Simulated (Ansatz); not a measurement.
# From three elastic constants to directional properties of ZnS

All numbers below come from Ansatz 0.2.0, DFT PBEsol, scalar-relativistic, plane waves, PAW. Settings: 420 eV plane-wave cutoff, Γ-centred 10×10×10 mesh, fixed occupations. No spin polarisation.

Equilibrium structure at this level:
```cif
data_structure
_symmetry_space_group_name_H-M 'F-43m'
_symmetry_Int_Tables_number 216
_cell_length_a 5.3565
_cell_length_b 5.3565
_cell_length_c 5.3565
_cell_angle_alpha 90.000
_cell_angle_beta 90.000
_cell_angle_gamma 90.000
_cell_volume 153.69
loop_
_atom_site_label
_atom_site_type_symbol
_atom_site_symmetry_multiplicity
_atom_site_Wyckoff_symbol
_atom_site_fract_x
_atom_site_fract_y
_atom_site_fract_z
_atom_site_occupancy
Zn1 Zn 4 d 0.25000 0.25000 0.75000 1
S1 S 4 a 0.00000 0.00000 0.00000 1
```

With ions relaxed, on the cubic axes: C11 = 107.1, C12 = 64.9, C44 = 48.5 GPa. The density is 4.211 g/cm³.

Task: Is the crystal stable against strain, and how anisotropic is it?

Result: Born's conditions hold: C11 + 2C12 = 236.9, C11 − C12 = 42.2 and C44 = 48.5 GPa are all positive. B = (C11 + 2C12)/3 = 79.0 GPa. The two shear moduli are C44 and C′ = (C11 − C12)/2 = 21.1 GPa, so Zener's ratio is A = C44/C′ = 2.29: the tetragonal shear C′ is the soft one, as in many fcc and bcc metals and zincblende crystals. The Cauchy pressure C12 − C44 is 16.4 GPa; it would vanish for pair forces between atoms on inversion centres at zero pressure, and a positive value is usual with metallic or many-body binding, and where atoms off inversion centres relax under shear, which lowers C44.

Task: Give the sound speeds along the three symmetry directions.

Result: The Christoffel equation gives ρv² for each branch:
```
direction branch                    ρv²    GPa v (m/s)
    [100]              L                    C11  107.1     5043
    [100]         T (×2) C44   48.5     3392
    [110]              L   (C11 + C12 + 2C44)/2  134.5     5650
    [110]   T, u ∥ [001]                    C44   48.5     3392
    [110]  T, u ∥ [1-10]          (C11 − C12)/2   21.1     2240
    [111]              L  (C11 + 2C12 + 4C44)/3  143.6     5839
    [111]         T (×2) (C11 − C12 + C44)/3   30.2     2680
```

In a piezoelectric crystal some branches stiffen further, which is left out.

Task: How does Young's modulus depend on direction?

Result: Inverting gives S11 = 17.186, S12 = -6.482, S44 = 20.636 TPa⁻¹. Along a unit vector (l, m, n), 1/E = S11 − 2(S11 − S12 − S44/2)(l²m² + m²n² + n²l²), where the last bracket is 0, 1/4 and 1/3 for [100], [110] and [111]: E = 58, 95 and 121 GPa. With A > 1 the body diagonal is stiffest. For a film on (001), the biaxial modulus is C11 + C12 − 2C12²/C11 = 93 GPa and the normal strain is −2C12/C11 = -1.21 times the in-plane one.

Cost: 2 runs of about 6.3 core-minutes in all, on Arm Neoverse V2 (shared hosts).

ZnS resists compression far better than tetragonal shear, as expected for a polar tetrahedral network. The bonds lie along the body diagonals, so a volume-conserving tetragonal strain leaves their lengths unchanged to first order and only bends the angles between them. The directional sp³ forces that oppose this bending are weakened by the ionic character of the Zn–S bond, hence a C′ of only 21.1 GPa. The C44 shear also stretches some bonds and shortens others, which costs more even after the sublattices shift to relieve part of the strain. The same contrast makes Young's modulus largest along [111] and smallest along [100], and makes the [110] shear wave polarised along [1-10] the slowest.

The positive Cauchy pressure is no sign of metallic bonding in this semiconductor; internal relaxation probably contributes, but a clamped-ion C44 would be needed to tell how much. The positive moduli establish stability against small homogeneous strains only, not against finite-wavelength phonons or transformation to wurtzite.
